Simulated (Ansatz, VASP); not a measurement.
**AlN: VASP beside Ansatz**

```xyz
2
Lattice="0.0000 2.1412 2.1412 2.1412 0.0000 2.1412 2.1412 2.1412 0.0000" Properties=species:S:1:pos:R:3 pbc="T T T"
Al    0.0000    0.0000    0.0000
N     1.0706    1.0706    1.0706
```

Change from the starting cell: hydrostatic strain -2.0%.

Alike in both runs: task single point; functional r2SCAN; k mesh 10 × 10 × 10; no spin polarisation.

```csv
,VASP,Ansatz
version,VASP 6.6.1,Ansatz 0.2.0
potentials or method,"VASP PAW PBE potentials, release 64 (Al, N)","plane waves, PAW"
plane-wave cutoff (eV),520,500
occupations,"gaussian, width 0.01 eV",fixed
valence electrons in the cell,8,8
```

|  | VASP | Ansatz | Ansatz less VASP |
| --- | --- | --- | --- |
| gap on the k mesh at the Fermi level (eV) | 3.98 | 3.99 | +0.009 |
| pressure (GPa) | 14.0 | 14.3 | +0.34 |

Caveats: the PAW data sets were made with another functional, which shifts forces and pressure a little (VASP). A k mesh can miss the band edges.
